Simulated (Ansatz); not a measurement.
# Gap against strain: armchair WS2 nanoribbon (N = 6, bare edges)

How it was computed: Ansatz 0.2.0, plane waves with PAW datasets, PBE, Fermi-Dirac smearing of 0.05 eV, no spin-orbit coupling. The period is scaled from its relaxed value of 5.455 Å and the atoms relax, within the symmetry of the start, at each strain ε (in %); gaps, in eV, are read on a band path.

| period (Å) | energy (eV a cell) | place of the conduction minimum (Γ = 0, Z = 1) | ε | gap |
| --- | --- | --- | --- | --- |
| 5.237 | +0.275 | 0.00 | −4 | 0.273 |
| 5.455 | 0.000 | 0.00 | 0 | 0.3409 |
| 5.565 | +0.063 | 0.00 | 2 | 0.371 |
| 5.674 | +0.245 | 0.00 | 4 | 0.388 |
| 5.783 | +0.530 | 0.00 | 6 | 0.378 |

One run is withheld: period (Å) = 5.346, with ε = −2. Fit a straight line gap = a + b × ε to the 5 rows shown and predict it.

**Fit.** The means are 1.6 for ε and 0.3502 for gap. The sum of products of deviations is 0.6685 and the sum of squares in ε is 59.2, so b = 0.6685 / 59.2 = 0.01129 and a = 0.3502 − (0.01129) × 1.6 = 0.3321. The residuals' standard deviation, with 3 degrees of freedom, is σ = 0.019.

**Prediction.** gap = 0.3321 + (0.01129) × −2 = 0.3095. The run gave 0.306, so the prediction less the run is +0.0035. The standard error of a prediction there, σ√(1 + 1/5 + (−2 − 1.6)²/59.2), is 0.023, and the miss is 0.15 times that, for a point between the fitted rows. With so few rows σ is itself uncertain.

The gap does not move one way: it turns somewhere between ε = 2 and 6 %, and the true extreme can lie between the rows, beyond the values shown.

Caveats: Kohn-Sham gaps of a wire among periodic images, which in a check on one flat ribbon (7 Å apart) lowered the gap by 0.2 eV and flattened the slope; the slope b × 100 is a mean deformation potential of the gap, in eV per unit strain. Between neighbouring runs it lies between −0.5 and 1.7 eV, so a bend, a kink or scatter between runs makes one line a rough account. The unstrained row comes from a denser mesh than the others, which shifts its energy a little. Series of this kind are told only where this holds: a gap at every strain (compound wires with polar facets were set aside first). 88 of 101 did.
